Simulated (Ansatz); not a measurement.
# Electron scattering at the Σ3 (111) boundary in fcc Au with Ti (substitutional)

Wanted: what the Σ3 (111) boundary in fcc Au with Ti (substitutional) costs an interconnect.

Main program and level: Ansatz 0.2.0; Ansatz plane-wave DFT, PBE, PAW files; relaxation of a bicrystal slab with its lowest layers held; PAW set soft_1, in the first sound run; inputs show where later runs differ.

### 1. The starting structure

The cell holds 16 atoms: 15 Au and 1 Ti. Cell: a = 5.768 Å, b = 2.884 Å, c = 27.482 Å, α = 90.0°, β = 90.0°, γ = 120.0°. It derives from Au. built on the (1 1 1) plane; 2 overlapping atoms removed and the grains opened by 0 Å. Vacuum lies along c.

### 2. Relaxing the bicrystal

The boundary is built by mirroring the lower grain in the boundary plane and removing any atoms that overlap; then the Ti is put in at the boundary. A thin bicrystal slab is relaxed first, with the lowest layers held and the upper grain free to shift and open.

File input.yaml:

```yaml
crystal:
  lattice:
    - [5.7675164608, 0.0, 0.0]
    - [-1.4418791152, 2.4974078859, 0.0]
    - [0.0, 0.0, 27.4820511471]
  atoms:
    - { symbol: Au, position: [0.5, 0.0, 0.1819369294] }
    - { symbol: Au, position: [0.0, 0.0, 0.1819369294] }
    - { symbol: Au, position: [0.6666666667, 0.6666666667, 0.2676138945] }
    - { symbol: Au, position: [0.1666666667, 0.6666666667, 0.2676138945] }
    - { symbol: Au, position: [0.8333333333, 0.3333333333, 0.3532908595] }
    - { symbol: Au, position: [0.3333333333, 0.3333333333, 0.3532908595] }
    - { symbol: Ti, position: [0.0, 0.0, 0.4389678245] }
    - { symbol: Au, position: [0.5, 0.0, 0.4389678245] }
    - { symbol: Au, position: [0.8333333333, 0.3333333333, 0.5246447896] }
    - { symbol: Au, position: [0.3333333333, 0.3333333333, 0.5246447896] }
    - { symbol: Au, position: [0.6666666667, 0.6666666667, 0.6103217546] }
    - { symbol: Au, position: [0.1666666667, 0.6666666667, 0.6103217546] }
    - { symbol: Au, position: [0.5, 0.0, 0.6959987197] }
    - { symbol: Au, position: [0.0, 0.0, 0.6959987197] }
    - { symbol: Au, position: [0.3333333333, 0.3333333333, 0.7816756847] }
    - { symbol: Au, position: [0.8333333333, 0.3333333333, 0.7816756847] }
kpoints:
  mp_grid: { grid: [9, 9, 1] }
hamiltonian:
  xc: pbe
  pseudopotentials: { kind: paw, azcp: { folder: soft_1 } }
scf:
  occupations: { method: fermi_dirac, width: 0.1 }
relax:
  f_tol: 0.03
  max_steps: 80
  constraints: [{ sites: [0, 1, 2, 3] }]
```

The run is started by

```bash
$ ansatz run input.yaml --threads 4 --pin off --max-ram 15360MiB --backend cpu --events-out ev --progress --plain --runs-dir out
```

Numbers of over 12 decimals in the logs are rounded to 6 here.

What it wrote:

```text
Engine: ansatz 0.2.0, aarch64-unknown-linux-gnu
Pseudopotentials: kind: paw
Pseudopotential: Au, paw, valence charge 19, recommended cutoff 420 eV (normal), soft_1/Au.paw.azcp
Pseudopotential: Ti, paw, valence charge 12, recommended cutoff 420 eV (normal), soft_1/Ti.paw.azcp
Functional definition: PBE
  parameter kappa = 0.804
  parameter beta = 0.066725
  exchange = pbe_x(kappa = kappa, mu = beta*pi^2/3)
  correlation = pbe_c(beta = beta)
Crystal: 16 atoms, lattice volume = 395.847 Å³
Basis set: ecut = 420 eV, 7771 PW (Γ), exchange–correlation on 80×40×384 points (8 copies of the dense FFT grid, shifted against one another)
Bands: 179, of which v1, the nominal top of the filled ones, is band 149 counted from 1 (148 counted from 0)
Symmetry: 2 space group operations
Space group: Pm (ITA 6), of the structure as read, at distance tolerance 7.3e-5 Å
k-points: 25 of 81 (time reversal used)
Non-local potential: Au, projectors of the file, l = 0: 3, l = 1: 2, l = 2: 2, l = 3: 1
Non-local potential: Ti, projectors of the file, l = 0: 3, l = 1: 2, l = 2: 3, l = 3: 1
PAW form: soft (Blöchl's): semilocal exchange-correlation on the pseudo side does not see the compensation charge
PAW one-centre angular grid: Au, 590 points (default); XC on 64 Gauss nodes
PAW one-centre angular grid: Ti, 590 points (default); XC on 64 Gauss nodes
Initial density: superposition of atomic densities (neutral atoms: chi_scale 0, normalization atom)
Initial wavefunctions: pseudopotential atomic-orbital guess
Functional: x = pbe(κ = 0.804, μ = 0.219515), c = pbe(β = 0.066725)
SCF iter   1: F=—  HF=-199775.022235 eV  |F-HF|=—  |Δ(HF+E_count)|=         —  Δρ=9.38e-2  dr2=1.49e2  ethr=3.10e-3  ⟨swp⟩=6.0  Hψ=16347  notcnv=0  defer=150
preconditioner: auto → LDOS  [metal: Δε(μ)=0.016 eV  Ē_g=8.361 eV  σ=0.100 eV  W_gap=0.04  n_scr=116 (ndim 8)  ℏωp=24.3 eV  f_vac=0.292  D(μ)=11.00/eV (n_scr^D=62)  β→1.0]
SCF iter   2: F=—  HF=-199771.538164 eV  |F-HF|=—  |Δ(HF+E_count)|=    3.48e0  Δρ=7.12e-2  dr2=2.08e1  ethr=3.10e-3  ⟨swp⟩=3.0  Hψ=9715  notcnv=0  defer=384
SCF iter   3: F=—  HF=-199767.639737 eV  |F-HF|=—  |Δ(HF+E_count)|=    3.90e0  Δρ=2.43e-2  dr2=6.89e0  ethr=3.10e-3  ⟨swp⟩=2.0  Hψ=8864  notcnv=0  defer=387
SCF iter   4: F=—  HF=-199767.240615 eV  |F-HF|=—  |Δ(HF+E_count)|=   3.99e-1  Δρ=7.84e-3  dr2=4.89e-1  ethr=2.32e-3  ⟨swp⟩=2.1  Hψ=5261  notcnv=0  defer=384
SCF iter   5: F=—  HF=-199767.218944 eV  |F-HF|=—  |Δ(HF+E_count)|=   2.17e-2  Δρ=3.79e-3  dr2=1.35e-1  ethr=1.65e-4  ⟨swp⟩=2.2  Hψ=6793  notcnv=0  defer=372
SCF iter   6: F=—  HF=-199767.201680 eV  |F-HF|=—  |Δ(HF+E_count)|=   1.73e-2  Δρ=1.32e-3  dr2=1.76e-2  ethr=4.54e-5  ⟨swp⟩=2.0  Hψ=6339  notcnv=0  defer=372
SCF iter   7: F=—  HF=-199767.202387 eV  |F-HF|=—  |Δ(HF+E_count)|=   7.07e-4  Δρ=5.28e-4  dr2=2.48e-3  ethr=5.94e-6  ⟨swp⟩=2.0  Hψ=6481  notcnv=0  defer=372
SCF iter   8: F=—  HF=-199767.202555 eV  |F-HF|=—  |Δ(HF+E_count)|=   1.68e-4  Δρ=1.39e-4  dr2=1.41e-4  ethr=8.35e-7  ⟨swp⟩=2.0  Hψ=6543  notcnv=0  defer=372
SCF iter   9: F=—  HF=-199767.202548 eV  |F-HF|=—  |Δ(HF+E_count)|=   7.67e-6  Δρ=5.68e-5  dr2=3.26e-5  ethr=4.75e-8  ⟨swp⟩=2.8  Hψ=7384  notcnv=0  defer=372
SCF iter  10: F=-199767.202545 eV  HF=-199767.202548 eV  |F-HF|=2.28e-6  |Δ(HF+E_count)|=   2.56e-8  Δρ=2.06e-5  dr2=3.43e-6  ethr=7.58e-9  ⟨swp⟩=4.1  Hψ=13325  notcnv=0
SCF 1 converged in 10 iterations: F = -199767.202545 eV  dr2 = 3.43e-6
  greatest PAW one-centre occupation: 1.000 electrons in one spin orbital (limit 2), on the Au atom at site 7 (counted from 0), in its partial waves of l = 0
relax step   1: F+E_penalty+E_count = -199767.20254537 eV  Δ(F+E_penalty+E_count) = +0.000e0 eV  max|allowed force component| = 6.008e-1 eV/Å  Δτ_max = 0.0000 Å  (10 SCF iters, dr2 threshold 2.25e-5 eV, accepted)
Initial density: handed on by an earlier stage of this run
Initial wavefunctions: those handed on with the density
iter 1 solved again at ethr=1.02e-4 eV; its pass at ethr=3.10e-3 eV (dr2=3.03e-1 eV) is discarded
SCF iter   1: F=—  HF=-199767.372312 eV  |F-HF|=—  |Δ(HF+E_count)|=         —  Δρ=7.10e-3  dr2=2.95e-1  ethr=1.02e-4  ⟨swp⟩=2.0  Hψ=17519  notcnv=0  defer=345
preconditioner: auto → LDOS  [metal: Δε(μ)=0.027 eV  Ē_g=8.882 eV  σ=0.100 eV  W_gap=0.07  n_scr=116 (ndim 8)  ℏωp=24.3 eV  f_vac=0.283  D(μ)=6.46/eV (n_scr^D=36)  β→1.0]
SCF iter   2: F=—  HF=-199767.372592 eV  |F-HF|=—  |Δ(HF+E_count)|=   2.79e-4  Δρ=4.47e-3  dr2=2.48e-1  ethr=9.93e-5  ⟨swp⟩=2.4  Hψ=6923  notcnv=0  defer=345
SCF iter   3: F=—  HF=-199767.326987 eV  |F-HF|=—  |Δ(HF+E_count)|=   4.56e-2  Δρ=1.16e-3  dr2=1.08e-2  ethr=8.36e-5  ⟨swp⟩=2.0  Hψ=6902  notcnv=0  defer=345
SCF iter   4: F=—  HF=-199767.325691 eV  |F-HF|=—  |Δ(HF+E_count)|=   1.30e-3  Δρ=3.71e-4  dr2=1.42e-3  ethr=3.65e-6  ⟨swp⟩=2.8  Hψ=7483  notcnv=0  defer=362
SCF iter   5: F=—  HF=-199767.325439 eV  |F-HF|=—  |Δ(HF+E_count)|=   2.52e-4  Δρ=1.11e-4  dr2=1.13e-4  ethr=4.79e-7  ⟨swp⟩=2.5  Hψ=6587  notcnv=0  defer=362
SCF iter   6: F=-199767.325420 eV  HF=-199767.325431 eV  |F-HF|=1.13e-5  |Δ(HF+E_count)|=   7.51e-6  Δρ=4.55e-5  dr2=1.60e-5  ethr=7.60e-9  ⟨swp⟩=3.1  Hψ=17158  notcnv=0
SCF 2 converged in 6 iterations: F = -199767.325420 eV  dr2 = 1.60e-5
relax step   2: F+E_penalty+E_count = -199767.32542020 eV  Δ(F+E_penalty+E_count) = -1.229e-1 eV  max|allowed force component| = 3.788e-1 eV/Å  Δτ_max = 0.1946 Å  (6 SCF iters, dr2 threshold 2.26e-5 eV, accepted)
SCF iter   1: F=—  HF=-199767.544717 eV  |F-HF|=—  |Δ(HF+E_count)|=         —  Δρ=9.74e-3  dr2=4.51e-1  ethr=1.95e-3  ⟨swp⟩=5.6  Hψ=12477  notcnv=0  defer=337
preconditioner: auto → LDOS  [metal: Δε(μ)=0.028 eV  Ē_g=8.832 eV  σ=0.100 eV  W_gap=0.07  n_scr=116 (ndim 8)  ℏωp=24.3 eV  f_vac=0.277  D(μ)=6.44/eV (n_scr^D=36)  β→1.0]
SCF iter   2: F=—  HF=-199767.517004 eV  |F-HF|=—  |Δ(HF+E_count)|=   2.77e-2  Δρ=6.27e-3  dr2=4.20e-1  ethr=1.52e-4  ⟨swp⟩=2.3  Hψ=8750  notcnv=0  defer=366
SCF iter   3: F=—  HF=-199767.437176 eV  |F-HF|=—  |Δ(HF+E_count)|=   7.98e-2  Δρ=1.21e-3  dr2=1.37e-2  ethr=1.41e-4  ⟨swp⟩=2.0  Hψ=6869  notcnv=0  defer=366
SCF iter   4: F=—  HF=-199767.435569 eV  |F-HF|=—  |Δ(HF+E_count)|=   1.61e-3  Δρ=6.03e-4  dr2=4.06e-3  ethr=4.60e-6  ⟨swp⟩=3.0  Hψ=8342  notcnv=0  defer=366
SCF iter   5: F=—  HF=-199767.435219 eV  |F-HF|=—  |Δ(HF+E_count)|=   3.50e-4  Δρ=2.94e-4  dr2=8.69e-4  ethr=1.37e-6  ⟨swp⟩=2.0  Hψ=5913  notcnv=0  defer=364
SCF iter   6: F=—  HF=-199767.435095 eV  |F-HF|=—  |Δ(HF+E_count)|=   1.24e-4  Δρ=6.60e-5  dr2=5.64e-5  ethr=2.93e-7  ⟨swp⟩=2.3  Hψ=6394  notcnv=0  defer=364
SCF iter   7: F=-199767.435085 eV  HF=-199767.435086 eV  |F-HF|=1.33e-6  |Δ(HF+E_count)|=   8.48e-6  Δρ=1.78e-5  dr2=1.99e-6  ethr=3.02e-9  ⟨swp⟩=3.6  Hψ=16913  notcnv=0
SCF 3 converged in 7 iterations: F = -199767.435085 eV  dr2 = 1.99e-6
relax step   3: F+E_penalty+E_count = -199767.43508487 eV  Δ(F+E_penalty+E_count) = -1.097e-1 eV  max|allowed force component| = 9.262e-2 eV/Å  Δτ_max = 0.1922 Å  (7 SCF iters, dr2 threshold 8.97e-6 eV, accepted)
[...]
relax step   4: F+E_penalty+E_count = -199767.44631225 eV  Δ(F+E_penalty+E_count) = -1.123e-2 eV  max|allowed force component| = 2.455e-1 eV/Å  Δτ_max = 0.1261 Å  (9 SCF iters, accepted)
[...]
relax step   5: F+E_penalty+E_count = -199767.45707846 eV  Δ(F+E_penalty+E_count) = -1.077e-2 eV  max|allowed force component| = 1.730e-2 eV/Å  Δτ_max = 0.0591 Å  (6 SCF iters, dr2 threshold 3.77e-6 eV, accepted)
iter 1 solved again at ethr=9.74e-10 eV; its pass at ethr=3.10e-3 eV (dr2=2.89e-6 eV) is discarded
SCF iter   1: F=—  HF=-199767.457082 eV  |F-HF|=—  |Δ(HF+E_count)|=         —  Δρ=1.69e-5  dr2=2.89e-6  ethr=9.74e-10  ⟨swp⟩=1.2  Hψ=10585  notcnv=0  defer=360
preconditioner: auto → LDOS  [metal: Δε(μ)=0.020 eV  Ē_g=8.766 eV  σ=0.100 eV  W_gap=0.05  n_scr=116 (ndim 8)  ℏωp=24.3 eV  f_vac=0.270  D(μ)=6.69/eV (n_scr^D=36)  β→1.0]
SCF iter   2: F=—  HF=-199767.457081 eV  |F-HF|=—  |Δ(HF+E_count)|=   4.85e-7  Δρ=1.64e-5  dr2=3.10e-6  ethr=9.74e-10  ⟨swp⟩=2.1  Hψ=7326  notcnv=0  defer=360
SCF iter   3: F=—  HF=-199767.457081 eV  |F-HF|=—  |Δ(HF+E_count)|=   6.66e-7  Δρ=4.50e-6  dr2=2.46e-7  ethr=9.74e-10  ⟨swp⟩=2.0  Hψ=6473  notcnv=0  defer=360
SCF iter   4: F=-199767.457081 eV  HF=-199767.457081 eV  |F-HF|=2.16e-8  |Δ(HF+E_count)|=   4.37e-8  Δρ=1.47e-6  dr2=2.19e-8  ethr=3.37e-11  ⟨swp⟩=5.0  Hψ=15568  notcnv=0
SCF 6 converged in 4 iterations: F = -199767.457081 eV  dr2 = 2.19e-8
relax step   6: F+E_penalty+E_count = -199767.45708058 eV  Δ(F+E_penalty+E_count) = -2.122e-6 eV  max|allowed force component| = 1.768e-2 eV/Å  Δτ_max = 0.0000 Å  (4 SCF iters, accepted)
SCF converged after 4 iterations
Free energy (F): -199767.457081 eV
Harris-Foulkes:  -199767.457081 eV  (|F-HF|=2.16e-8)
Internal energy: -199767.235730 eV  (E = F + TS)
E sigma→0 (E₀):  -199767.346406 eV
Entropy (-TS):   -0.221350 eV (-13.834 meV/atom)
Fermi energy:    12.236464 eV
--- Per-component energies (eV) ---
  E_band       = -5631.448430
  E_kinetic    = 8942.065874
  E_local      = -239397.261084  (includes V_loc(G=0)·N_el)
  E_nonlocal   = 1527.852647
  E_hartree    = 116736.353411
  E_xc         = -3342.127502
  E_vxc        = -4062.438570  (∫ρ·V_xc dr)
  E_paw        = -147014.482208  (= ΣΔE_a)
  E_vpaw       = -6114.444068  (= ΣTr[D̂ρ^β])
  E_aug_tail   = 0.024890  (compensation charges beyond the density's cutoff)
  E_ewald      = 62780.338240
  E_smearing   = -0.221350  (= −TS)
  E_closure    = -0.000000  (closes the sum)
  Σ components = -199767.457081   (vs F -199767.457081, Δ=0.00e0)
--- Forces (eV/Å), atoms counted from 1 ---
  atom   1  Au     0.01503181     0.00867862    -0.55247407
  atom   2  Au    -0.01845356    -0.01065417    -0.47609011
  atom   3  Au     0.04782296     0.02761060     0.55375212
  atom   4  Au    -0.04738847    -0.02735974     0.45997843
  atom   5  Au     0.00668041     0.00385694     0.00002527
  atom   6  Au    -0.01164789    -0.00672491    -0.00177307
  atom   7  Ti     0.01767526     0.01020482     0.00516321
  atom   8  Au    -0.00686820    -0.00396535     0.00101332
  atom   9  Au     0.00533127     0.00307801     0.00228744
  atom  10  Au    -0.00956894    -0.00552463     0.00307571
  atom  11  Au    -0.00196999    -0.00113738     0.00142594
  atom  12  Au     0.00034134     0.00019708    -0.00372867
  atom  13  Au     0.00061380     0.00035438     0.00056579
  atom  14  Au     0.00118433     0.00068377    -0.00034297
  atom  15  Au     0.00069458     0.00040101     0.00106871
  atom  16  Au     0.00049139     0.00028370     0.00584222
  max |Σ_I F_I| component: 2.11e-4 eV/Å
--- Relaxed structure (6 steps of the walk, 6 accepted, 0 SCFs on fresh bases) ---
  F+E_penalty+E_count = -199767.45708058 eV   max|allowed force component| = 1.768e-2 eV/Å
  atoms:
    - { symbol: Au, position: [0.500000, 0, 0.1819369294] }
    - { symbol: Au, position: [0.0, 0.0, 0.1819369294] }
    - { symbol: Au, position: [0.666667, 0.666667, 0.2676138945] }
    - { symbol: Au, position: [0.1666666667, 0.6666666667, 0.2676138945] }
    - { symbol: Au, position: [0.836282, 0.336282, 0.359771] }
    - { symbol: Au, position: [0.329068, 0.329068, 0.356170] }
    - { symbol: Ti, position: [-0.00301817, -0.00301817, 0.444150] }
    - { symbol: Au, position: [0.490495, -0.00950534, 0.444051] }
    - { symbol: Au, position: [0.836051, 0.336051, 0.528732] }
    - { symbol: Au, position: [0.328898, 0.328898, 0.532354] }
    - { symbol: Au, position: [0.668926, 0.668926, 0.620648] }
    - { symbol: Au, position: [0.167647, 0.667647, 0.621542] }
    - { symbol: Au, position: [0.504752, 0.0047516, 0.710823] }
    - { symbol: Au, position: [0.00458757, 0.00458757, 0.710704] }
    - { symbol: Au, position: [0.338567, 0.338567, 0.801778] }
    - { symbol: Au, position: [0.837957, 0.337957, 0.801378] }
```

Elapsed: 4.8 min, on 4 threads of Arm Neoverse V1, shared host; peak memory 2.3 GiB; 19 min of CPU time.

Relaxation path:

```
step  energy less that of the first step (eV)  largest force component (eV/Å)
   1                                   0.0000                          0.6008
   2                                  -0.1229                          0.3788
   3                                  -0.2325                          0.0926
   4                                  -0.2438                          0.2455
   5                                  -0.2545                          0.0173
   6                                  -0.2545                          0.0177
```

Forces are held to the 2 operations that the run works with; a distortion that breaks them can't arise in this run.

The atoms that moved most (Å):

```
atom      dx      dy     dz  length
Au15   0.023   0.013  0.552   0.553
Au16   0.020   0.012  0.541   0.542
Au13   0.021   0.012  0.407   0.408
Au14   0.020   0.011  0.404   0.405
Au12   0.004   0.002  0.308   0.308
Au11   0.010   0.006  0.284   0.284
Au10  -0.019  -0.011  0.212   0.213
 Au5   0.013   0.007  0.178   0.179
```

Numbers from this step:

- free energy: -199767.4571 eV
- energy at zero smearing: -199767.3464 eV
- Fermi energy: 12.24 eV

The largest force component on a free atom ends at 0.018 eV/Å, under the tolerance of 0.03, after 6 steps.

[end of part 1 of 2]

[Logs are printed without paths, hosts, clocks, repeated set-up lines and the standing remarks that a program may print on its own settings, such as how far it seeks lower states.]

[Hosts, paths, dates, database ids (printed as entryN), source tags and the programs' standing remarks are cut or masked in the printed files.]
